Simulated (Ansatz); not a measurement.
# GaAs and its competing phases

Level of theory: Ansatz 0.2.0, DFT PBE, scalar-relativistic, plane waves, PAW. Settings: cutoff 420 eV, Γ-centred meshes spaced at most about 0.3 Å⁻¹ (2π included), Gaussian smearing. No spin polarisation.

The zero of energy is the elements' standard structures at the same level; no fitted shifts are applied.

These are static total energies at zero pressure. The reference form of As is held partly by dispersion forces, which this level lacks.

The competitors are the elements and 1 reference phase of this chemical system (from databases or known types: GaAs), relaxed at the same level; other known phases may be missing.

The candidate was reached from: 4-connected net, two elements alternating.

```
CELL_PARAMETERS angstrom
7.02477 0.00000 0.00000
0.00000 7.02477 0.00000
0.00000 0.00000 4.06143
ATOMIC_POSITIONS crystal
Ga 0.67599 0.67599 0.00000
Ga 0.82401 0.17599 0.50000
Ga 0.32401 0.32401 0.00000
Ga 0.17599 0.82401 0.50000
As 0.81822 0.81822 0.50000
As 0.68178 0.31822 0.00000
As 0.18178 0.18178 0.50000
As 0.31822 0.68178 0.00000
```

Question: Is it stable, and against what?

Answer: Not the lowest form: another structure of the same formula lies lower. Its formation energy is -0.282 eV/atom. The lowest competing phase at this composition is this:

| phase | space group | source | share of atoms | ΔE_f (eV/atom) |
| --- | --- | --- | --- | --- |
| GaAs | F-43m (No. 216) | COD | 1.0000 | -0.352 |

The candidate lies 70 meV/atom above this phase (71 meV/atom from unrounded values). The candidate matches no cell in the subsets of the Crystallography Open Database and the Materials Project at hand. It is metastable at best. Checks: no imaginary mode on a 1×1×2 q mesh.
